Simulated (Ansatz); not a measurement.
**From formation energies to a reaction energy: AlAs3**

Method: DFT PBE, scalar-relativistic, plane waves, PAW in Ansatz 0.2.0. All cells share a 420 eV cutoff and Γ-centred k meshes spaced at most about 0.3 Å⁻¹ (about 0.25 or finer for metals, 2π included). No spin polarisation.

Energies over the elements count from the elements' standard structures at the same level, with no fitted energy shifts.

Temperature and zero-point effects are left out. The reference form of As is held partly by dispersion forces, which this level lacks.

A trial structure of AlAs3 (reached from: a relaxed cell, shaken at random and relaxed again; relaxed: space group Aem2 (No. 39), a = 5.690 Å, b = 7.558 Å, c = 7.638 Å) has a formation energy of -0.082 eV/atom. It holds As–As chains (shortest 2.47 Å). At its composition the lowest mixture among the elements and 1 reference phase computed alike (others may be missing) consists of these:

```csv
phase,source,ΔE_f (eV/atom)
As (solid),element,-0.001
AlAs (F-43m),COD,-0.487
```

The lowest database cell of As (-0.001) lies slightly below the reference, hence the non-zero entry.

**Question.** Write the balanced decomposition and find its energy per atom, per formula unit and per mole of formula units.

**Answer.** Balancing Al and As gives AlAs3 → 2 As + AlAs. The left side holds 4 atoms, and the products take 2/4 (As) and 2/4 (AlAs) of them. The mixture therefore lies at 2/4 × (-0.001) + 2/4 × (-0.487) = -0.244 eV/atom. The reaction energy is -0.244 − (-0.082) = -0.162 eV/atom. Times 4 atoms that is -0.648 eV per AlAs3, and times 96.485 it is -63 kJ per mole of AlAs3. Decomposition is downhill, so the trial structure is unstable against this mixture.
